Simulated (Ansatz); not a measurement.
# MoS2 monolayer (2H): modes against biaxial strain in the plane of the sheet, part 2 of 3

Aim: how do the optical modes of MoS2 monolayer (2H) shift and split under this strain?

Ansatz 0.2.0; DFT PBEsol, scalar-relativistic, plane waves, PAW; PAW set soft_1.

So far: The starting structure; Relaxation.

### 3. Tight relaxation

Phonons need small forces and stress, so the relaxation is finished with tight tolerances on 12×12×1 k points.

Input file input.yaml:

```yaml
crystal:
  lattice:
    - [3.1406000642, 0.0, 0.0]
    - [-1.5703000321, 2.7198394387, 0.0]
    - [0.0, 0.0, 30.0]
  atoms:
    - { symbol: Mo, position: [0.3333333333, 0.6666666667, 0.3333333333] }
    - { symbol: S, position: [0.6666666667, 0.3333333333, 0.3852806923] }
    - { symbol: S, position: [0.6666666667, 0.3333333333, 0.2813859744] }
  periodic: [true, true, false]
kpoints:
  mp_grid: { grid: [12, 12, 1] }
hamiltonian:
  xc: pbesol
  pseudopotentials: { kind: paw, azcp: { folder: soft_1 }, xc_functional: pbe }
scf:
  occupations: { method: fixed }
output:
  forces: true
  stress: true
  eigenvalues: true
  write_density: true
  write_potential: true
  elf: true
  volumetric_format: npy
relax:
  adjacent_minimum: "off"
  f_tol: 0.001
  max_steps: 60
  cell: { stress_2d_tol: 0.002 }
```

Command:

```console
$ ansatz run input.yaml --threads 4 --pin off --max-ram 16384MiB --backend cpu --events-out ev --progress --plain --runs-dir out
```

Numbers of over 12 decimals in the logs are rounded to 6 here.

The program printed:

```text
[...]
Crystal: 3 atoms, lattice volume = 256.258 Å³
Basis set: ecut = 420 eV, 4961 PW (Γ), exchange–correlation on 48×48×432 points (8 copies of the dense FFT grid, shifted against one another)
Bands: 17, of which v1, the nominal top of the filled ones, is band 13 counted from 1 (12 counted from 0)
Symmetry: 12 space group operations
[...]
--- Relaxed structure (1 steps of the walk, 1 accepted, 1 SCFs on fresh bases) ---
[...]
cell:  # Å, volume = 256.2578 Å³
    - [3.140600, 0.0, 0.0]
    - [-1.570300, 2.719839, 0.0]
    - [0.0, 0.0, 30.0]
  atoms:
    - { symbol: Mo, position: [0.333333, 0.666667, 0.333333] }
    - { symbol: S, position: [0.666667, 0.333333, 0.385281] }
    - { symbol: S, position: [0.666667, 0.333333, 0.281386] }
[key lines of the parts left out:]
SCF converged after 10 iterations
Free energy (F): -6670.174277 eV
Fermi energy:    -5.968621 eV
P = ½ c Tr σ = 0.0001 N/m
```

The job ended after 6.2 s (4 threads of Intel Xeon Platinum 8488C (Sapphire Rapids), shared host; peak memory 0.61 GiB).

Little changed from the start: no atom moved by 0.005 Å and no cell edge by 0.1 %.

Valence density in the ac plane at fractional y = 0.333, with atoms of S within 0.2 Å of it. It is the smooth field of the valence electrons, not physical close to the nuclei.

Ten even steps from '0' (0.0 e/Å³) to '9' (1.0 e/Å³), each cell a mean:
```
0000000000000000
0000000000000000
0000000000000000
0000000000000000
0000000000000000
0000000000000000
0000000000000000
0000000000000000
0000000000000000
0000000000000000
0000000000000000
0000000000000000
0000000000000000
0000000011111100
3211124799778985
4455544556666554
4444444677667765
2111124688778875
0000000000000000
0000000000000000
0000000000000000
0000000000000000
0000000000000000
0000000000000000
```
Columns run along a (3.1 Å), rows up along c (30.0 Å). Atoms in or near the plane, at fractional coordinates: S at (0.67, 0.39), S at (0.67, 0.28).

ELF in the ac plane at fractional y = 0.333, with atoms of S within 0.2 Å of it. It is the smooth field of the valence electrons, not physical close to the nuclei.

Ten even steps from '0' (0.00) to '9' (0.84), each cell a mean:
```
0000000000000000
0000000000000000
0000000000000000
0000000000000000
0000000000000000
0000000000000000
0000000000000000
0000000000000000
0000000000000000
0000000000000000
0000000000000000
0000000000000000
0000000001111000
2000024689999875
8411379986445899
3322334555555654
4322245676555666
7411369997656899
2000013577888764
0000000000000000
0000000000000000
0000000000000000
0000000000000000
0000000000000000
```
Columns run along a (3.1 Å), rows up along c (30.0 Å). Atoms in or near the plane, at fractional coordinates: S at (0.67, 0.39), S at (0.67, 0.28).

Electrostatic potential energy in the ac plane at fractional y = 0.333, with atoms of S within 0.2 Å of it. With pseudopotentials it is smooth inside the atoms' cores, unlike the true potential.

Values in eV, 24 rows by 16 columns, each cell a mean:
```
  0   0   0   0   0   0   0   0   0   0   0   0   0   0   0   0
  0   0   0   0   0   0   0   0   0   0   0   0   0   0   0   0
  0   0   0   0   0   0   0   0   0   0   0   0   0   0   0   0
  0   0   0   0   0   0   0   0   0   0   0   0   0   0   0   0
  0   0   0   0   0   0   0   0   0   0   0   0   0   0   0   0
  0   0   0   0   0   0   0   0   0   0   0   0   0   0   0   0
  0   0   0   0   0   0   0   0   0   0   0   0   0   0   0   0
  0   0   0   0   0   0   0   0   0   0   0   0   0   0   0   0
  0   0   0   0   0   0   0   0   0   0   0   0   0   0   0   0
  0   0   0   0   0   0   0   0   0   0   0   0   0   0   0   0
  0   0   0   0   0   0   0   0   0   0   0   0   0   0   0   0
  0   0   0   0   0   0   0   0   0   0   0   0   0   0   0   0
  0   0   0   0   0   0   0   0   0   0   0   0   0   0   0   0
 -1  -1   0   0  -1  -1  -1  -1  -2  -3  -3  -3  -3  -2  -2  -1
 -7  -4  -3  -3  -3  -6 -11 -23 -32 -34 -35 -34 -34 -32 -27 -14
-12 -14 -17 -17 -16 -13 -11 -11 -13 -15 -16 -17 -16 -14 -11 -10
-10 -12 -13 -13 -12 -11 -11 -14 -18 -20 -21 -22 -21 -19 -15 -11
 -6  -3  -2  -2  -3  -5  -9 -20 -27 -29 -31 -31 -30 -28 -23 -12
  0   0   0   0   0   0  -1  -1  -1  -1  -1  -1  -1  -1  -1  -1
  0   0   0   0   0   0   0   0   0   0   0   0   0   0   0   0
  0   0   0   0   0   0   0   0   0   0   0   0   0   0   0   0
  0   0   0   0   0   0   0   0   0   0   0   0   0   0   0   0
  0   0   0   0   0   0   0   0   0   0   0   0   0   0   0   0
  0   0   0   0   0   0   0   0   0   0   0   0   0   0   0   0
```
Columns run along a (3.1 Å; values clipped at the 3rd and 97th percentile), rows up along c (30.0 Å). Atoms in or near the plane, at fractional coordinates: S at (0.67, 0.39), S at (0.67, 0.28).

The largest force component left is 0.015 meV/Å, within the tolerances set.

### 4. Modes at rest

The force constants come from the linear response of the density to a displacement.

The modes at rest are the reference of the series.

Changes to input.yaml since step 3:

```diff
@@ -18,13 +18,4 @@
 output:
-  forces: true
-  stress: true
   eigenvalues: true
-  write_density: true
-  write_potential: true
-  elf: true
-  volumetric_format: npy
-relax:
-  adjacent_minimum: "off"
-  f_tol: 0.001
-  max_steps: 60
-  cell: { stress_2d_tol: 0.002 }
+phonons:
+  method: dfpt
```

The program printed:

```text
[...]
Crystal: 3 atoms, lattice volume = 256.258 Å³
Basis set: ecut = 420 eV, 4961 PW (Γ), exchange–correlation on 48×48×432 points (8 copies of the dense FFT grid, shifted against one another)
Bands: 17, of which v1, the nominal top of the filled ones, is band 13 counted from 1 (12 counted from 0)
Symmetry: 12 space group operations
k-points: 43 of 144 (irreducible under 2 space group operations, time reversal used)
[...]
SCF iter   1: F=—  HF=-6671.600674 eV  |F-HF|=—  |Δ(HF+E_count)|=         —  Δρ=3.93e-2  dr2=5.78e0  ethr=3.10e-3  ⟨swp⟩=7.9  Hψ=5379  notcnv=0  defer=66
[...]
SCF iter  11: F=-6670.174277 eV  HF=-6670.174277 eV  |F-HF|=3.73e-11  |Δ(HF+E_count)|=  1.99e-10  Δρ=3.94e-8  dr2=5.82e-12  ethr=1.00e-12  ⟨swp⟩=21.6  Hψ=9128  notcnv=0
SCF 1 converged in 11 iterations: F = -6670.174277 eV  dr2 = 5.82e-12
[...]
DFPT response loops at Γ: preconditioner auto → none (the input reference at scf.mixing.eps_inf says where Resta's filter doesn't serve); β = 0.50; Broyden in place of MSR1
SCF converged after 11 iterations
Free energy (F): -6670.174277 eV
[...]
Internal energy: -6670.174277 eV  (E = F + TS)
E sigma→0 (E₀):  -6670.174277 eV
Fermi energy:    -5.968622 eV
[...]
--- Band table (eV; the first three rows and the last of 43) ---
  k-point 0: bands = [... 9 lower, -7.8155, -7.4266, -7.4266, -6.0406, -3.0716, -3.0716, -2.7952, -2.7952]
  k-point 1: bands = [... 9 lower, -8.2923, -7.5995, -7.1148, -6.0836, -3.2190, -3.1071, -2.9207, -2.8820]
  k-point 2: bands = [... 9 lower, -8.1506, -8.0049, -7.0302, -6.3013, -3.6041, -3.2856, -3.2095, -2.4509]
  k-point 42: bands = [... 9 lower, -9.2857, -8.9542, -7.5994, -6.4849, -3.6960, -2.9769, -2.8224, -1.1741]
--- Phonons (Γ-DFPT): 4 representative perturbations + reference, on 43 of 144 k-points (Σ response iterations 19) ---
  k mesh reduced under 2 symmetry operations, with k and −k counted as one. Each operation leaves every solved perturbation unchanged. A smaller set is not used because it would not reduce the number of displacements times k-points to solve
  ASR residual: 3.990e-5 → 0.000e0 eV/Å²; symmetrization residual: 7.631e-6 eV/Å²
  ASR residual per site (eV/Å²): 3.99e-5 3.12e-5 3.12e-5
  Γ frequencies (cm⁻¹): 0.00 0.00 0.00 285.72 285.72 386.51 386.51 406.70 472.24
  non-analytic LO–TO correction: not included (Born effective charges unavailable; polar crystals: no LO–TO splitting at Γ)
```

It took 22 s on 4 threads; peak memory 1.1 GiB; 82 s of CPU time.

Reading the cycles: dr2 is the Hartree energy of the density residual (eV), the measure of convergence; HF is the Harris–Foulkes estimate of the energy, which meets the free energy F at convergence.

This step gave:

```yaml
sum_rule_residual_before_enforcement: 3.99e-5 eV/Å²
point_group: -6m2
highest_optical_mode_at_the_zone_centre_no_lo_to_term: 472.2 cm⁻¹
lowest_optical_zone_centre_mode: 285.7 cm⁻¹
```

Without the LO-TO term. Patterns of degenerate modes are one choice out of their space. Modes at Γ, with each element's share of the kinetic energy:

```tsv
mode	frequency (cm⁻¹)	symmetry	Mo %	S %
1	0.0	acoustic	60	40
2	0.0	acoustic	60	40
3	0.0	acoustic	60	40
4	285.7	E''	0	100
5	285.7	E''	0	100
6	386.5	E'	40	60
7	386.5	E'	40	60
8	406.7	A1'	0	100
9	472.2	A2''	40	60
```

Displacements in mode 4 (285.7 cm⁻¹), the largest set to 1:
```
Mo1  0.00  0.00  0.00
S2  -0.05  1.00  0.00
S3   0.05 -1.00  0.00
```

Displacements in mode 7 (386.5 cm⁻¹), the largest set to 1:
```
Mo1  0.00  0.67  0.00
S2   0.00 -1.00  0.00
S3   0.00 -1.00  0.00
```

Before it was imposed, the acoustic sum rule was missed by 4.0e-5 eV/Å². Small misses are needed for a sound result but don't prove that mesh and cutoff are converged. The lowest optical mode is real, 286 cm⁻¹.

### 5. Relaxation of a member: biaxial strain of +5 % in the plane of the sheet

The cell takes a biaxial strain of +5 % in the plane of the sheet. The cell is held, and the atoms relax in it.

input.yaml, the sections that differ from step 4:

```yaml
crystal:
  lattice:
    - [3.2976300674, 0.0, 0.0]
    - [-1.6488150337, 2.8558314107, 0.0]
    - [0.0, 0.0, 30.0]
  atoms:
    - { symbol: Mo, position: [0.3333333333, 0.6666666667, 0.3333333333] }
    - { symbol: S, position: [0.6666666667, 0.3333333333, 0.3839178219] }
    - { symbol: S, position: [0.6666666667, 0.3333333333, 0.2827488448] }
  periodic: [true, true, false]
output:
  forces: true
  stress: true
  eigenvalues: true
relax:
  adjacent_minimum: "off"
  f_tol: 0.001
  max_steps: 60
# kpoints, hamiltonian, scf: as in step 4
# phonons: removed
```

The program printed:

```text
[...]
--- Relaxed structure (4 steps of the walk, 4 accepted, 0 SCFs on fresh bases) ---
  F+E_penalty+E_count = -6669.96298750 eV   max|allowed force component| = 4.036e-4 eV/Å
  cell:  # Å, volume = 282.5243 Å³
    - [3.297630, 0.0, 0.0]
    - [-1.648815, 2.855831, 0.0]
    - [0.0, 0.0, 30.0]
  atoms:
    - { symbol: Mo, position: [0.333333, 0.666667, 0.333333] }
    - { symbol: S, position: [0.666667, 0.333333, 0.383606] }
    - { symbol: S, position: [0.666667, 0.333333, 0.283060] }
[key lines of the parts left out:]
SCF converged after 5 iterations
Free energy (F): -6669.962987 eV
Fermi energy:    -5.697755 eV
P = ½ c Tr σ = -7.2002 N/m
```

Elapsed: 8.1 s, on 4 threads; peak memory 0.59 GiB; 30 s of CPU time.

Step by step:

```tsv
step	energy less that of the first step (eV)	largest force component (eV/Å)
1	0.0000	0.1728
2	-0.0009	0.1140
3	-0.0016	0.0003
4	-0.0016	0.0004
```

The run keeps the 12 symmetry operations that it works with, so distortions that break them were not tested.

Final coordinates:

```xyz
3
Lattice="3.2976 0.0000 0.0000 -1.6488 2.8558 0.0000 0.0000 0.0000 30.0000" Properties=species:S:1:pos:R:3
Mo    0.0000    1.9039   10.0000
S     1.6488    0.9519   11.5082
S     1.6488    0.9519    8.4918
```

Numbers from this step:

- gap on the k-mesh: 0.7553 eV
- area per atom: 3.139 Å²

The largest force component left is 0.40 meV/Å.

### 6. Modes of this member: biaxial strain of +5 % in the plane of the sheet

The zone-centre modes follow for biaxial strain of +5 % in the plane of the sheet.

input.yaml, the sections that differ from step 5:

```yaml
crystal:
  lattice:
    - [3.2976300674, 0.0, 0.0]
    - [-1.6488150337, 2.8558314107, 0.0]
    - [0.0, 0.0, 30.0]
  atoms:
    - { symbol: Mo, position: [0.3333333333, 0.6666666667, 0.3333333333] }
    - { symbol: S, position: [0.6666666667, 0.3333333333, 0.3836064757] }
    - { symbol: S, position: [0.6666666667, 0.3333333333, 0.283060191] }
  periodic: [true, true, false]
output:
  eigenvalues: true
phonons:
  method: dfpt
# kpoints, hamiltonian, scf: as in step 5
# relax: removed
```

The program printed:

```text
[...]
Crystal: 3 atoms, lattice volume = 282.524 Å³
Basis set: ecut = 420 eV, 5597 PW (Γ), exchange–correlation on 48×48×432 points (8 copies of the dense FFT grid, shifted against one another)
Bands: 17, of which v1, the nominal top of the filled ones, is band 13 counted from 1 (12 counted from 0)
Symmetry: 12 space group operations
k-points: 43 of 144 (irreducible under 2 space group operations, time reversal used)
[...]
SCF iter   1: F=—  HF=-6671.609753 eV  |F-HF|=—  |Δ(HF+E_count)|=         —  Δρ=4.01e-2  dr2=7.40e0  ethr=3.10e-3  ⟨swp⟩=8.1  Hψ=5255  notcnv=0  defer=53
[...]
SCF iter  11: F=-6669.962987 eV  HF=-6669.962987 eV  |F-HF|=5.28e-11  |Δ(HF+E_count)|=  1.08e-10  Δρ=5.98e-8  dr2=3.95e-11  ethr=1.00e-12  ⟨swp⟩=20.9  Hψ=8733  notcnv=0
SCF 1 converged in 11 iterations: F = -6669.962987 eV  dr2 = 3.95e-11
[...]
SCF converged after 11 iterations
Free energy (F): -6669.962987 eV
[...]
Internal energy: -6669.962987 eV  (E = F + TS)
E sigma→0 (E₀):  -6669.962987 eV
Fermi energy:    -5.697756 eV
[...]
--- Band table (eV; the first three rows and the last of 43) ---
  k-point 0: bands = [... 9 lower, -7.8874, -7.8874, -7.4188, -5.6978, -3.5814, -3.5814, -3.1890, -3.1890]
  k-point 1: bands = [... 9 lower, -8.2952, -8.0297, -7.1305, -5.7938, -3.7002, -3.4073, -3.3953, -3.3013]
  k-point 2: bands = [... 9 lower, -8.6472, -8.3690, -6.9821, -6.1300, -3.7385, -3.6970, -3.5730, -2.9932]
  k-point 42: bands = [... 9 lower, -9.0914, -8.9620, -7.4694, -6.7321, -4.2384, -3.5535, -2.9987, -1.7495]
[...]
ASR residual: 1.510e-4 → 0.000e0 eV/Å²; symmetrization residual: 9.761e-6 eV/Å²
  ASR residual per site (eV/Å²): 1.51e-4 4.40e-5 4.40e-5
  Γ frequencies (cm⁻¹): 0.00 0.00 0.00 268.90 268.90 358.13 358.13 399.04 446.17
[...]
```

The job ended after 21 s (4 threads; peak memory 1.2 GiB; 80 s of CPU time).

Numbers from this step:

```yaml
sum_rule_residual_before_enforcement: 1.51e-4 eV/Å²
highest_optical_mode_at_the_zone_centre_no_lo_to_term: 446.2 cm⁻¹
lowest_optical_zone_centre_mode: 268.9 cm⁻¹
```

Without the LO-TO term. Patterns of degenerate modes are one choice out of their space. Modes at Γ, with each element's share of the kinetic energy:

```tsv
mode	frequency (cm⁻¹)	symmetry	Mo %	S %
1	0.0	acoustic	60	40
2	0.0	acoustic	60	40
3	0.0	acoustic	60	40
4	268.9	E''	0	100
5	268.9	E''	0	100
6	358.1	E'	40	60
7	358.1	E'	40	60
8	399.0	A1'	0	100
9	446.2	A2''	40	60
```

The lowest optical mode is real, 269 cm⁻¹, and the highest lies at 446.2 cm⁻¹.

Between step 4 and this run (strain 5 %) the value for the highest optical mode at the zone centre (no LO-TO term) moves from 472 cm⁻¹ to 446 cm⁻¹ (-6 %).

[end of part 2 of 3]

[Logs are printed without paths, hosts, clocks, repeated set-up lines and the standing remarks that a program may print on its own settings, such as how far it seeks lower states.]

[Hosts, paths, dates, database ids (printed as entryN), source tags and the programs' standing remarks are cut or masked in the printed files.]
